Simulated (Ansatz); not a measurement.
# CdTe under changes of volume

One of the cells (32.922 Å³/atom); the others are scaled copies at fixed shape and fractional positions:

```
Te Cd
1.0
     0.00000    3.20500    3.20500
     3.20500    0.00000    3.20500
     3.20500    3.20500    0.00000
Te Cd
1 1
Direct
  0.75000 0.75000 0.75000
  0.00000 0.00000 0.00000
```

| Quantity | Value |
| --- | --- |
| Program | Ansatz 0.2.0 |
| Functional | HSE06 |
| Potentials or basis | Ansatz PAW |
| Cutoff | 420 eV (not typed: the program's choice for these potentials) |
| k mesh | 4 × 4 × 4 |
| Occupations | fermi-dirac, width 0.05 eV |
| Spin | no spin polarisation |

```tsv
volume (Å³/atom)	energy over the lowest point (meV/atom)	pressure (GPa)	gap on the mesh (eV)
30.947	91.75	7.4	1.98
31.605	64.20	6.0	1.91
32.263	42.21	4.7	1.84
32.922	25.32	3.5	1.77
33.580	?	?	?
34.239	4.64	1.6	1.63
34.897	0.00	0.7	1.57
```

What does the run at 33.580 Å³/atom give?

Energy over the lowest point 12.91 meV/atom; pressure 2.5 GPa; gap on the mesh 1.70 eV.

Worked out: A Birch-Murnaghan fit of order 3 (a polynomial in V^(-2/3)) to the other rows has its minimum at 35.52 Å³/atom, just outside them, with B0 = V·E''(V) = 39 GPa and B' = 4.7. It gives 12.95 meV/atom at 33.580 Å³/atom, against the run's 12.91, and -dE/dV = 2.5 GPa, against 2.5. A straight line through the other rows of the gap, of slope -3.44 eV per unit of ln V (its deformation potential), gives 1.70 eV, against the run's 1.70.

Energies are extrapolated to zero smearing.

Caveats: some runs use coarse meshes; spin-orbit coupling is left out, which moves the levels of the heavy elements; the PAW data sets come from PBE, with cores solved anew for the run's functional, which leaves a small shift of forces and pressure; the thresholds are loose for stress.
